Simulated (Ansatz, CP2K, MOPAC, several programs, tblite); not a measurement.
Energy against volume for KCl in the wurtzite structure (no longer in that coordination), at fixed shape and fractional coordinates, computed by several methods (PBE and r2SCAN, where shown, with plane waves in Ansatz); the cell shown is that of r2SCAN. With free coordinates or axes held, a curve is too stiff, and on another method's shape its minimum isn't the method's own volume. It is hexagonal, P6_3/mmc (No. 194); conventional cell a = 5.344 Å, c = 6.239 Å, 38.57 Å³ an atom. Around K lie 5 Cl at 3.09–3.12 Å; around Cl lie 5 K at 3.09–3.12 Å. These are computed values for a spin-unpolarised cell that may be hypothetical; none is a measurement. Energies count from each curve's lowest point; fits are third-order Birch-Murnaghan.

```cif
data_structure
_symmetry_space_group_name_H-M 'P6_3/mmc'
_symmetry_Int_Tables_number 194
_cell_length_a 5.3438
_cell_length_b 5.3438
_cell_length_c 6.2392
_cell_angle_alpha 90.000
_cell_angle_beta 90.000
_cell_angle_gamma 120.000
_cell_volume 154.30
loop_
_atom_site_label
_atom_site_type_symbol
_atom_site_symmetry_multiplicity
_atom_site_Wyckoff_symbol
_atom_site_fract_x
_atom_site_fract_y
_atom_site_fract_z
_atom_site_occupancy
K1 K 2 d 0.33333 0.66667 0.75000 1
Cl1 Cl 2 c 0.33333 0.66667 0.25000 1
```

PBE/DZVP (CP2K), on the shape of the cell shown:
```tsv
V (Å³/atom)	E (meV/atom)
33.945	53.35
36.260	18.08
38.574	2.12
40.889	0.00
43.203	7.85
```
V₀ = 40.13 Å³ an atom and B₀ = 13 GPa.

GFN1-xTB (tblite), on the shape of the cell shown, as a cluster of 32 atoms at the zone centre:

| V (Å³/atom) | E (meV/atom) |
| --- | --- |
| 33.945 | 0.00 |
| 36.260 | 12.65 |
| 38.574 | 30.29 |
| 40.889 | 51.56 |
| 43.203 | 75.65 |

The lowest point is an end point, so the minimum isn't bracketed.

Question: r2SCAN, on the shape of its own relaxed cell, gives

| V (Å³/atom) | E (meV/atom) |
| --- | --- |
| 36.260 | 7.33 |
| 37.417 | 1.78 |
| 38.574 | 0.00 |
| 39.732 | 1.39 |
| 40.889 | 5.43 |

What equilibrium volume and bulk modulus follow?

Answer: V₀ = 38.61 Å³ an atom and B₀ = 15 GPa.

GFN2-xTB (tblite), on the shape of the cell shown, as a cluster of 32 atoms at the zone centre:
```
V (Å³/atom)  E (meV/atom)
     33.945         61.21
     36.260         32.64
     38.574         14.32
     40.889          3.95
     43.203          0.00
```
The lowest point is an end point, so the minimum isn't bracketed.

PM7 (MOPAC), on the shape of the cell shown, as a cluster of 32 atoms at the zone centre:

| V (Å³/atom) | E (meV/atom) |
| --- | --- |
| 33.945 | 50.78 |
| 36.260 | 8.63 |
| 38.574 | 0.00 |
| 40.889 | 9.68 |
| 43.203 | 30.26 |

The fit gives a pressure derivative B′ of 8.4, outside the usual 2 to 7: a trait of the method or a rough curve, so no modulus is quoted.
